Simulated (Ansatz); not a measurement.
Starting cell, RuO2 (rutile):

```
CELL_PARAMETERS angstrom
      9.04678     0.00000     0.00000
      4.52339     4.52339     0.00000
      0.00000     0.00000     3.11902
ATOMIC_POSITIONS crystal
  Ru 0.00000 0.50000 0.50000
  Ru 0.50000 0.50000 0.50000
  Ru 0.00000 0.00000 0.00000
  Ru 0.50000 0.00000 0.00000
  O  0.00000 0.80567 0.50000
  O  0.50000 0.80567 0.50000
  O  0.80567 0.69433 0.00000
  O  0.30567 0.69433 0.00000
  O  0.19433 0.30567 0.00000
  O  0.69433 0.30567 0.00000
  O  0.00000 0.19433 0.50000
  O  0.50000 0.19433 0.50000
```

A phonon eigenvector at M = (0.5, 0.5, 0.0) is frozen into this cell: atom i moves by Q times the vector below, so Q is the largest atomic displacement, in Å. The cell is held. It is one choice among 2 degenerate patterns. (q is in reciprocal vectors of the primitive cell; the cell shown is doubled to hold the pattern.)

```json
[
 {"atom": "Ru1", "x": "-0.644", "y": "-0.269", "z": "0.000"},
 {"atom": "Ru2", "x": "0.644", "y": "0.269", "z": "0.000"},
 {"atom": "Ru3", "x": "0.420", "y": "0.720", "z": "0.000"},
 {"atom": "Ru4", "x": "-0.420", "y": "-0.720", "z": "0.000"},
 {"atom": "O5", "x": "-0.119", "y": "0.345", "z": "0.000"},
 {"atom": "O6", "x": "0.119", "y": "-0.345", "z": "0.000"},
 {"atom": "O7", "x": "-0.743", "y": "-0.669", "z": "0.000"},
 {"atom": "O8", "x": "0.743", "y": "0.669", "z": "0.000"},
 {"atom": "O9", "x": "-0.743", "y": "-0.669", "z": "0.000"},
 {"atom": "O10", "x": "0.743", "y": "0.669", "z": "0.000"},
 {"atom": "O11", "x": "-0.119", "y": "0.345", "z": "0.000"},
 {"atom": "O12", "x": "0.119", "y": "-0.345", "z": "0.000"}
]
```

These are PBE (plane waves to 420 eV, PAW, scalar-relativistic; Ansatz, a quantum-chemistry and plane-wave program) values and carry that method's errors. k mesh 10×10×15 (Γ-centred), Fermi-Dirac smearing 0.05 eV. E stands for the smeared free energy. With partly filled bands, energies and forces of such displacements shift with the k mesh and the smearing. RuO2 is run without spin polarisation and with no Hubbard U. RuO2 was relaxed with its symmetry unable to fall. ΔE is measured from the undisplaced structure. The last digit holds for this mesh only.

```json
[
 {"Q (Å)": "-0.1000", "ΔE (meV/cell)": "385.0"},
 {"Q (Å)": "-0.0833", "ΔE (meV/cell)": "266.4"},
 {"Q (Å)": "-0.0667", "ΔE (meV/cell)": "withheld"},
 {"Q (Å)": "-0.0500", "ΔE (meV/cell)": "95.4"},
 {"Q (Å)": "-0.0333", "ΔE (meV/cell)": "42.3"},
 {"Q (Å)": "-0.0167", "ΔE (meV/cell)": "10.6"},
 {"Q (Å)": "0.0000", "ΔE (meV/cell)": "0.0"},
 {"Q (Å)": "0.0167", "ΔE (meV/cell)": "10.6"},
 {"Q (Å)": "0.0333", "ΔE (meV/cell)": "42.3"},
 {"Q (Å)": "0.0500", "ΔE (meV/cell)": "95.4"},
 {"Q (Å)": "0.0667", "ΔE (meV/cell)": "withheld"},
 {"Q (Å)": "0.0833", "ΔE (meV/cell)": "266.4"},
 {"Q (Å)": "0.1000", "ΔE (meV/cell)": "385.0"}
]
```

Problem. Fit an even polynomial form (powers 2, 4) to the given rows and predict ΔE at Q = 0.0667.

Solution. Least squares on the 11 given rows: ΔE = (38100)·Q² + (40570)·Q⁴, in meV/cell with Q in Å; root-mean-square residual 0.06 meV/cell. At 0.0667 the fit gives 170.3 meV/cell; the calculation gives 170.0 meV/cell, so the interpolation is off by 0.3 (+0.2 %). The quadratic term alone would give 169.5 meV/cell.

(For displaced atoms, the force is minus the slope of the energy, and its curvature is a force constant, which sets phonon frequencies.)
